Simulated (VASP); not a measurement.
# MgS in VASP 6.6.1, single-point calculation

INCAR

```
ISIF = 2
METAGGA = RSCAN
NELM = 120
ISMEAR = -1
LASPH = .TRUE.
IBRION = -1
NSW = 0
LWAVE = .FALSE.
LREAL = .FALSE.
ENCUT = 520
PREC = Accurate
SIGMA = 0.02
EDIFF = 1E-7
LCHARG = .FALSE.
NBANDS = 28
```

KPOINTS

```
KPOINTS created by Atomic Simulation Environment
0
Gamma
8 8 8
0 0 0
```

POSCAR

```
Mg S
 1.0000000000000000
     0.0424631526000000    2.8308768410999998    2.8308768410999998
     2.8308768410999998    0.0424631526000000    2.8308768410999998
     2.8733399937000002    2.8733399937000002    0.0000000000000000
 Mg  S
   1   1
Cartesian
 -0.0000000000000000 -0.0000000000000000  0.0155944208822130
  1.4366699968499999  1.4366699968499999  1.3998439996677867
```

The recommended PBE PAW datasets give the neutral cell 8 valence electrons.

Command

```
mpirun -np 1 vasp_std
```

Q: Predict the outcome of this run.

A: It converged. Results: gap between bands v and c on the k mesh 3.97 eV; least direct gap on the k mesh 3.97 eV; pressure -0.5 GPa. Band v is the last that the valence electrons fill when counted band by band, and c is the next.

OSZICAR

```
N       E                     dE             d eps       ncg     rms          rms(c)
DAV:   1     0.125861704690E+02    0.12586E+02   -0.29525E+03  5456   0.231E+02
DAV:   2    -0.196978671322E+02   -0.32284E+02   -0.30613E+02  6792   0.616E+01
DAV:   3    -0.210051035574E+02   -0.13072E+01   -0.12983E+01  6588   0.112E+01
DAV:   4    -0.210116121322E+02   -0.65086E-02   -0.65078E-02  6344   0.826E-01
DAV:   5    -0.210116650840E+02   -0.52952E-04   -0.52951E-04  6464   0.768E-02    0.415E+00
DAV:   6    -0.192998081056E+02    0.17119E+01   -0.66823E-01  5596   0.210E+00    0.437E+00
DAV:   7    -0.193064566680E+02   -0.66486E-02   -0.16501E-01  6408   0.104E+00    0.268E+00
DAV:   8    -0.193184820698E+02   -0.12025E-01   -0.66269E-03  5988   0.286E-01    0.344E-01
DAV:   9    -0.193189301157E+02   -0.44805E-03   -0.32433E-04  6456   0.638E-02    0.142E-01
DAV:  10    -0.193190025066E+02   -0.72391E-04   -0.60379E-05  5896   0.284E-02    0.146E-02
DAV:  11    -0.193190023302E+02    0.17644E-06   -0.95700E-07  6816   0.355E-03    0.129E-02
DAV:  12    -0.193190024239E+02   -0.93682E-07   -0.11659E-07  6000   0.111E-03
   1 F= -.19319002E+02 E0= -.19319002E+02  d E =-.942552E-11
```

For comparison, a separate PBE run of the intended cell, on usual settings and not on those above, gives a gap of 3.36 eV on its mesh and a pressure of 0.9 GPa.
